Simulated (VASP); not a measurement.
# MoS2 in VASP: notebook, part 2 of 2

VASP 6.6.1. The steps go on from the part before.

**3. Single point, rev-vdW-DF2**

INCAR reads:

```
AGGAC    = 0.0          
ALGO     = Fast           # electronic algorithm
EDIFF    = 1E-6           # SCF threshold, eV
ENCUT    = 520            # plane-wave cutoff, eV
GGA      = MK             # functional
ISIF     = 2              # what is computed and relaxed
ISMEAR   = -1             # smearing method
LASPH    = T              # aspherical terms in the spheres
LCHARG   = F              # write CHGCAR
LREAL    = F              # projectors in reciprocal space
LUSE_VDW = T            
LWAVE    = F              # write WAVECAR
NBANDS   = 20             # bands
NELM     = 60             # most SCF steps
PARAM1   = 0.1234       
PARAM2   = 0.711357     
PREC     = Accurate       # precision mode
SIGMA    = 0.05           # smearing width, eV
ZAB_VDW  = -1.8867
```

KPOINTS reads:

```
k-points
0
Gamma
  8 8 1
```

POSCAR reads:

```
MoS2
1.0
    3.1610000000      0.0000000000      0.0000000000
   -1.5805000000      2.7375063014      0.0000000000
    0.0000000000      0.0000000000     21.1300000000
S Mo
2 1
Direct
    0.6666666667      0.3333333333      0.4259346900
    0.6666666667      0.3333333333      0.5740653100
    0.3333333333      0.6666666667      0.5000000000
```

Potentials or basis: VASP PAW PBE potentials, release 64 (S, Mo_sv).

Run with:

```sh
cat potpaw_PBE.64/S/POTCAR potpaw_PBE.64/Mo_sv/POTCAR > POTCAR
mpirun -np 1 vasp_std > vasp.out
```

OUTCAR:

```text
EDIFF = 1E-6
   ENCUT = 520
   GGA = MK
   ISIF = 2
   ISMEAR = -1
   LASPH = T
   LREAL = F
   NELM = 60
   PREC = Accurate

 ion  position               nearest neighbor table
   1  0.667  0.333  0.426-   3 2.40   3 2.40   3 2.40
   2  0.667  0.333  0.574-   3 2.40   3 2.40   3 2.40
   3  0.333  0.667  0.500-   1 2.40   2 2.40   1 2.40   2 2.40   1 2.40   2 2.40

  LATTYP: Found a hexagonal cell.
 ALAT       =     3.1610000000
 C/A-ratio  =     6.6845934831

  Lattice vectors:

 A1 = (   3.1610000000,   0.0000000000,   0.0000000000)
 A2 = (  -1.5805000000,   2.7375063014,   0.0000000000)
 A3 = (   0.0000000000,   0.0000000000,  21.1300000000)

Analysis of symmetry for initial positions (statically):
=====================================================================
 Subroutine PRICEL returns:
 Original cell was already a primitive cell.

 Routine SETGRP: Setting up the symmetry group for a
 hexagonal supercell.

 Subroutine GETGRP returns: Found 12 space group operations
 (whereof 12 operations were pure point group operations)
 out of a pool of 24 trial point group operations.

The static configuration has the point symmetry D_3h.

Analysis of symmetry for dynamics (positions and initial velocities):
=====================================================================
 Subroutine PRICEL returns:
 Original cell was already a primitive cell.

 Routine SETGRP: Setting up the symmetry group for a
 hexagonal supercell.

 Subroutine GETGRP returns: Found 12 space group operations
 (whereof 12 operations were pure point group operations)
 out of a pool of 24 trial point group operations.

The dynamic configuration has the point symmetry D_3h.

 Subroutine INISYM returns: Found 12 space group operations
[... 99 lines left out ...]
   ISMEAR =    -1;   SIGMA  =   0.05  broadening in eV -4-tet -1-fermi 0-gaus
   EFERMI_NEDOS =   21; number of points for ismear=-14 and -15
   IALGO  =     68    algorithm
   IMIX   =      4    mixing-type and parameters
     AMIX     =   0.40;   BMIX     =  1.00
     AMIX_MAG =   1.60;   BMIX_MAG =  1.00
  volume/ion in A,a.u.               =      60.95       411.30
  Fermi-wavevector in a.u.,A,eV,Ry     =   0.854489  1.614749  9.934303  0.730151
  Thomas-Fermi vector in A             =   1.971093
   LORBIT       =      0    0 simple, 1 ext, 2 COOP (PROOUT), +10 PAW based schemes
   GGA     = MK    functional components
   LHFCALC =     F    Hartree Fock is set to
   AEXX    =    0.0000 exact exchange contribution
   IVDW_NL    =     1    kernel type
   BPARAM     = 6.3000
   IVDW    =     0    specifies the selected vdW correction
   LEPSILON=     F    determine dielectric tensor
   LRPA    =     F    only Hartree local field effects (RPA)
 non-spin polarized calculation
 RMM-DIIS sequential band-by-band and
  energy-cutoff  :      520.00
  volume of cell :      182.84
 maximum number of plane-waves:      4956
 NGX is ok and might be reduce to    24
   NGX = 11   NGY = 11   NGZ = 79

 number of electron      26.0000000 magnetization

 Free energy of the ion-electron system (eV)
  ---------------------------------------------------
  ext. energy  EPLUGINS =         0.00000000
  ---------------------------------------------------
  free energy    TOTEN  =       -16.59518034 eV

  energy without entropy =      -16.59518034  energy(sigma->0) =      -16.59518034

 E-fermi :  -1.4609     XC(G=0):  -4.0224

 val. band max:       -2.4334830840   @ k =   0.0000   0.0000   0.0000
 cond. band min:      -0.4404122486   @ k =   0.3750   0.2500   0.0000
 fundamental gap:      1.9930708354
 Fermi energy:        -1.4609429055

 k-point     1 :       0.0000    0.0000    0.0000
  band No.  band energies     occupation
      1     -63.1596      2.00000
      2     -37.3374      2.00000
      3     -37.1056      2.00000
      4     -37.1056      2.00000
      5     -16.4509      2.00000
      6     -15.1461      2.00000
[... 219 lines left out ...]
     19       5.8632      0.00000
     20       6.9256      0.00000

------------------------ aborting loop because EDIFF is reached ----------------------------------------

  FORCE on cell =-STRESS in cart. coord.  units (eV):
  Direction    XX          YY          ZZ          XY          YZ          ZX
  --------------------------------------------------------------------------------------
  -------------------------------------------------------------------------------------
  Total        0.2184298      0.2184298      0.2419914      0.0000000      0.0000000     -0.0000000
  in kB        1.9140067      1.9140067      2.1204666      0.0000000      0.0000000     -0.0000000
  external PRESSURE =       1.9828266 kB  Pullay stress =       0.0000000 kB

 VOLUME and BASIS-vectors are now :
 -----------------------------------------------------------------------------
  energy-cutoff  :      520.00
  volume of cell :      182.84
      direct lattice vectors                 reciprocal lattice vectors
     3.161000000  0.000000000  0.000000000     0.316355584  0.182647981  0.000000000
    -1.580500000  2.737506301  0.000000000     0.000000000  0.365295963  0.000000000
     0.000000000  0.000000000 21.130000000     0.000000000  0.000000000  0.047326077

 POSITION                                       TOTAL-FORCE (eV/Angst)
 -----------------------------------------------------------------------------------
      1.58050      0.91250      9.00000        -0.000000      0.000000     -0.087417
      1.58050      0.91250     12.13000        -0.000000      0.000000      0.087417
     -0.00000      1.82500     10.56500         0.000000     -0.000000      0.000000
 -----------------------------------------------------------------------------------
    total drift:                               -0.000000      0.000000     -0.000000

  FREE ENERGIE OF THE ION-ELECTRON SYSTEM (eV)
  ---------------------------------------------------
  free  energy   TOTEN  =       -16.5951803430 eV

  energy  without entropy=      -16.5951803422  energy(sigma->0) =      -16.59518034

Total vdW correction in eV:      3.4607311
```

OSZICAR:

```text
N       E                     dE             d eps       ncg     rms          rms(c)
DAV:   1     0.162084455984E+03    0.16208E+03   -0.13465E+04   528   0.103E+03
DAV:   2    -0.609308415098E+01   -0.16818E+03   -0.16470E+03   552   0.232E+02
DAV:   3    -0.179008904864E+02   -0.11808E+02   -0.11710E+02   520   0.553E+01
[... 12 lines left out ...]
RMM:  16    -0.165951538614E+02   -0.63766E-04   -0.21374E-05   440   0.202E-02    0.560E-03
RMM:  17    -0.165951648981E+02   -0.11037E-04   -0.34611E-06   369   0.990E-03    0.162E-03
RMM:  18    -0.165951746508E+02   -0.97527E-05   -0.16563E-06   334   0.548E-03    0.104E-03
RMM:  19    -0.165951803577E+02   -0.57069E-05   -0.87795E-07   333   0.382E-03    0.836E-04
RMM:  20    -0.165951803430E+02    0.14724E-07   -0.92898E-08   221   0.161E-03
   1 F= -.16595180E+02 E0= -.16595180E+02  d E =-.779790E-09
```

stdout:

```text
POSCAR found type information on POSCAR S Mo
 POSCAR found :  2 types and       3 ions
 scaLAPACK will be used
 -----------------------------------------------------------------------------
|                                                                             |
|                                                                             |
[... 16 lines left out ...]
|                                                                             |
 -----------------------------------------------------------------------------

 LDA part: xc-table for (Slater+PW92), standard interpolation
 POSCAR, INCAR and KPOINTS ok, starting setup
 FFT: planning ... GRIDC
 FFT: planning ... GRID_SOFT
 FFT: planning ... GRID
 WAVECAR not read
 entering main loop
```

Run time: 4 min. Hardware: 1 thread of Intel Xeon Platinum 8488C (Sapphire Rapids), shared host; peak memory 0.74 GiB.

Results:

* Free energy: -16.5952 eV
* Largest force: 0.087 eV/Å
* Band gap on the k mesh: 1.99 eV, indirect (least direct gap 2.06 eV)

Forces in eV/Å, atoms in the order of the input:
```
S    0.000  0.000 -0.087
S    0.000  0.000  0.087
Mo   0.000  0.000  0.000
```

Caveat: the PAW data sets were made with another functional, which shifts forces and pressure a little.
